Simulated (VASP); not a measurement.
# KBr (Fm-3m) in VASP: a series of runs, part 2 of 2

VASP 6.6.1.

## (3) Relaxation of cell and atoms, r2SCAN

File INCAR:

```
PREC = Accurate ; ENCUT = 600
EDIFF = 1E-6 ; ISMEAR = -1
SIGMA = 0.05 ; LREAL = False
LASPH = True ; NELM = 100
ALGO = Normal ; ISIF = 3
LWAVE = False ; LCHARG = False
METAGGA = R2SCAN ; LMIXTAU = True
IBRION = 2 ; NSW = 40
EDIFFG = -0.005
```

File KPOINTS:

```
regular mesh
0
Gamma
  7 7 7
```

File POSCAR:

```
KBr
1.0
    0.0000000000      3.3000000000      3.3000000000
    3.3000000000      0.0000000000      3.3000000000
    3.3000000000      3.3000000000      0.0000000000
Br K
1 1
Direct
    0.5000000000      0.5000000000      0.5000000000
    0.0000000000      0.0000000000      0.0000000000
```

Potentials or basis: VASP PAW PBE potentials, release 64 (Br, K_sv).

Run with:

```
> cat potpaw_PBE.64/Br/POTCAR potpaw_PBE.64/K_sv/POTCAR > POTCAR
> mpirun -np 1 vasp_std > vasp.out
```

Wall time 4.4 min (1 thread of Intel Xeon Platinum 8488C (Sapphire Rapids), shared host); peak memory 0.27 GiB.

Results (log left out):

* Free energy: -23.2497 eV
* Relaxed volume: 36.08 Å³/atom
* Relaxed cell: a = 4.673 Å, b = 4.673 Å, c = 4.673 Å, α = 60.00°, β = 60.00°, γ = 60.00°
* Space group after relaxing (to 0.05 Å): Fm-3m (No. 225)
* Energy gained by relaxing: 0.0 meV/atom
* Ionic steps: 3
* Pressure after relaxing: 0.0 GPa
* Band gap on the k mesh: 5.07 eV, direct

Final structure:
```cif
data_structure
_symmetry_space_group_name_H-M 'P 1'
_symmetry_Int_Tables_number 1
_cell_length_a 4.6731
_cell_length_b 4.6731
_cell_length_c 4.6731
_cell_angle_alpha 60.000
_cell_angle_beta 60.000
_cell_angle_gamma 60.000
_cell_volume 72.16
loop_
_atom_site_label
_atom_site_type_symbol
_atom_site_fract_x
_atom_site_fract_y
_atom_site_fract_z
_atom_site_occupancy
Br1 Br 0.50000 0.50000 0.50000 1
K1 K 0.00000 0.00000 0.00000 1
```

Levels at points of the mesh, in eV from the valence-band top:
```csv
k point,band 5,band 6,band 7,band 8,band 9,band 10,band 11,band 12
"(0.00, 0.00, 0.00)",-11.60,0.00,0.00,0.00,5.07,8.24,8.24,8.24
```

Caveat: the PAW data sets were made with another functional, which shifts forces and pressure a little; an odd mesh through Γ misses points on the zone boundary, where band edges often lie. Zero-point motion and thermal expansion aren't in these numbers.

## (4) Relaxation of cell and atoms, SCAN

INCAR, as its differences from that of step 3:

```diff
@@ -6,3 +6,3 @@
 LWAVE = False ; LCHARG = False
-METAGGA = R2SCAN ; LMIXTAU = True
+METAGGA = SCAN ; LMIXTAU = True
 IBRION = 2 ; NSW = 40
```

KPOINTS is that of step 3.

POSCAR is that of step 3.

Run with:

```
> cat potpaw_PBE.64/Br/POTCAR potpaw_PBE.64/K_sv/POTCAR > POTCAR
> mpirun -np 1 vasp_std > vasp.out
```

It took 4.8 min on 1 thread of Intel Xeon Platinum 8488C (Sapphire Rapids), shared host; peak memory 0.27 GiB.

The run converged. Its results:

```yaml
Free_energy: -31.6373 eV
Relaxed_volume: 35.56 Å³/atom
Relaxed_cell: a = 4.650 Å, b = 4.650 Å, c = 4.650 Å, α = 60.00°, β = 60.00°, γ = 60.00°
Space_group_after_relaxing_to_0.05_Å: Fm-3m (No. 225)
Energy_gained_by_relaxing: 0.2 meV/atom
Ionic_steps: 3
Pressure_after_relaxing: 0.0 GPa
Band_gap_on_the_k_mesh: 5.06 eV, direct
```

Step by step:
```csv
step,energy change (eV),largest force (eV/Å),pressure (GPa),volume (Å³)
1,0.0000,0.0000,-0.18,71.87
2,-0.0003,0.0000,-0.08,71.45
3,-0.0004,0.0000,0.00,71.11
```

Final structure:
```cif
data_structure
_symmetry_space_group_name_H-M 'P 1'
_symmetry_Int_Tables_number 1
_cell_length_a 4.6504
_cell_length_b 4.6504
_cell_length_c 4.6504
_cell_angle_alpha 60.000
_cell_angle_beta 60.000
_cell_angle_gamma 60.000
_cell_volume 71.11
loop_
_atom_site_label
_atom_site_type_symbol
_atom_site_fract_x
_atom_site_fract_y
_atom_site_fract_z
_atom_site_occupancy
Br1 Br 0.50000 0.50000 0.50000 1
K1 K 0.00000 0.00000 0.00000 1
```

Levels at points of the mesh, in eV from the valence-band top:
```tsv
k point	band 6	band 7	band 8	band 9	band 10	band 11
(0.00, 0.00, 0.00)	0.00	0.00	0.00	5.06	8.23	8.23
```

Caveat: the PAW data sets were made with another functional, which shifts forces and pressure a little.

## (5) Relaxation of cell and atoms, optB88-vdW

File INCAR:

```
PREC = Accurate ; ENCUT = 600
EDIFF = 1E-6 ; ISMEAR = -1
SIGMA = 0.05 ; LREAL = False
LASPH = True ; NELM = 100
ALGO = Normal ; ISIF = 3
LWAVE = False ; LCHARG = False
GGA = BO ; LUSE_VDW = True
AGGAC = 0.0 ; PARAM1 = 0.1833333333
PARAM2 = 0.22 ; IBRION = 2
NSW = 40 ; EDIFFG = -0.005
```

KPOINTS is that of step 4.

POSCAR is that of step 4.

Run with:

```
> cat potpaw_PBE.64/Br/POTCAR potpaw_PBE.64/K_sv/POTCAR > POTCAR
> mpirun -np 1 vasp_std > vasp.out
```

It took 7.8 min on 1 thread of Intel Xeon Platinum 8488C (Sapphire Rapids), shared host; peak memory 0.57 GiB.

The run converged. Its results:

| Property | Result |
| --- | --- |
| Free energy | -2.4413 eV |
| Relaxed volume | 35.43 Å³/atom |
| Relaxed cell | a = 4.645 Å, b = 4.645 Å, c = 4.645 Å, α = 60.00°, β = 60.00°, γ = 60.00° |
| Space group after relaxing (to 0.05 Å) | Fm-3m (No. 225) |
| Energy gained by relaxing | 0.4 meV/atom |
| Ionic steps | 5 |
| Pressure after relaxing | 0.0 GPa |
| Band gap on the k mesh | 4.36 eV, direct |

Step by step:
```csv
step,energy change (eV),largest force (eV/Å),pressure (GPa),volume (Å³)
1,0.0000,0.0000,-0.23,71.87
2,-0.0006,0.0000,-0.11,71.34
3,-0.0008,0.0000,-0.05,71.06
4,-0.0007,0.0000,0.09,70.51
5,-0.0008,0.0000,-0.01,70.85
```

Final structure:
```
Br K
1.0
     0.00000    3.28431    3.28431
     3.28431    0.00000    3.28431
     3.28431    3.28431    0.00000
Br K
1 1
Direct
  0.50000 0.50000 0.50000
  0.00000 0.00000 0.00000
```

Levels at points of the mesh, in eV from the valence-band top:
```
           k point  band 5  band 6  band 7  band 8  band 9  band 10  band 11  band 12
(0.00, 0.00, 0.00)  -11.25    0.00    0.00    0.00    4.36     7.51     7.51     7.51
```

Caveat: the PAW data sets were made with another functional, which shifts forces and pressure a little.

## (6) Relaxation of cell and atoms, vdW-DF-cx

File INCAR:

```
PREC = Accurate ; ENCUT = 600
EDIFF = 1E-6 ; ISMEAR = -1
SIGMA = 0.05 ; LREAL = False
LASPH = True ; NELM = 100
ALGO = Normal ; ISIF = 3
LWAVE = False ; LCHARG = False
GGA = CX ; LUSE_VDW = True
AGGAC = 0.0 ; IBRION = 2
NSW = 40 ; EDIFFG = -0.005
```

KPOINTS is that of step 5.

POSCAR is that of step 5.

Potentials or basis: VASP PAW PBE potentials, release 64 (Br, K_sv).

Run with:

```
> cat potpaw_PBE.64/Br/POTCAR potpaw_PBE.64/K_sv/POTCAR > POTCAR
> mpirun -np 1 vasp_std > vasp.out
```

Run time: 4.8 min. Hardware: 1 thread of Intel Xeon Platinum 8488C (Sapphire Rapids), shared host; peak memory 0.58 GiB.

It converged, with:

```yaml
Free_energy: -2.3186 eV
Relaxed_volume: 36.13 Å³/atom
Relaxed_cell: a = 4.675 Å, b = 4.675 Å, c = 4.675 Å, α = 60.00°, β = 60.00°, γ = 60.00°
Space_group_after_relaxing_to_0.05_Å: Fm-3m (No. 225)
Energy_gained_by_relaxing: 0.0 meV/atom
Ionic_steps: 3
Pressure_after_relaxing: 0.0 GPa
Band_gap_on_the_k_mesh: 4.50 eV, direct
```

Final structure:
```xyz
2
Lattice="0.0000 3.3058 3.3058 3.3058 0.0000 3.3058 3.3058 3.3058 0.0000" Properties=species:S:1:pos:R:3 pbc="T T T"
Br    3.3058    3.3058    3.3058
K     0.0000    0.0000    0.0000
```

Levels at points of the mesh, in eV from the valence-band top:
| k point | band 4 | band 5 | band 6 | band 7 | band 8 | band 9 | band 10 | band 11 | band 12 |
| --- | --- | --- | --- | --- | --- | --- | --- | --- | --- |
| (0.00, 0.00, 0.00) | -11.23 | -11.23 | 0.00 | 0.00 | 0.00 | 4.50 | 7.64 | 7.64 | 7.64 |

Caveat: the PAW data sets were made with another functional, which shifts forces and pressure a little; an odd mesh through Γ misses points on the zone boundary, where band edges often lie. Zero-point motion and thermal expansion aren't in these numbers.

## (7) The reference run

An earlier run on the cell as given: functional PBE; potentials or basis VASP PAW PBE potentials, release 64 (Br, K_sv); cutoff 520 eV; k mesh 7 × 7 × 7; occupations fermi-dirac, width 0.05 eV; no spin polarisation.

* Pressure: 0.8 GPa
* Band gap on the k mesh: 4.43 eV, direct

## (8) The runs side by side

| task | level | cell | cutoff (eV) | gap on the mesh (eV) | pressure (GPa) | relaxed volume (Å³/atom) |
| --- | --- | --- | --- | --- | --- | --- |
| relaxation of cell and atoms | PW91 | relaxed | 600 | 4.34 | 0.0 | 37.64 |
| relaxation of cell and atoms | r2SCAN | relaxed | 600 | 5.07 | 0.0 | 36.08 |
| relaxation of cell and atoms | SCAN | relaxed | 600 | 5.06 | 0.0 | 35.56 |
| relaxation of cell and atoms | optB88-vdW | relaxed | 600 | 4.36 | 0.0 | 35.43 |
| relaxation of cell and atoms | vdW-DF-cx | relaxed | 600 | 4.50 | 0.0 | 36.13 |
| single point | PBE | as given | 520 | 4.43 | 0.8 | - |

Alike in all rows: potentials or basis VASP PAW PBE potentials, release 64 (Br, K_sv); no spin polarisation; k mesh 7 × 7 × 7; smearing fermi-dirac 0.05 eV.

Caveats: the PAW data sets were made with another functional, which shifts forces and pressure a little (some runs); an odd mesh through Γ misses points on the zone boundary, where band edges often lie (some runs).

Absolute energies hang on the potentials; compare differences alone.
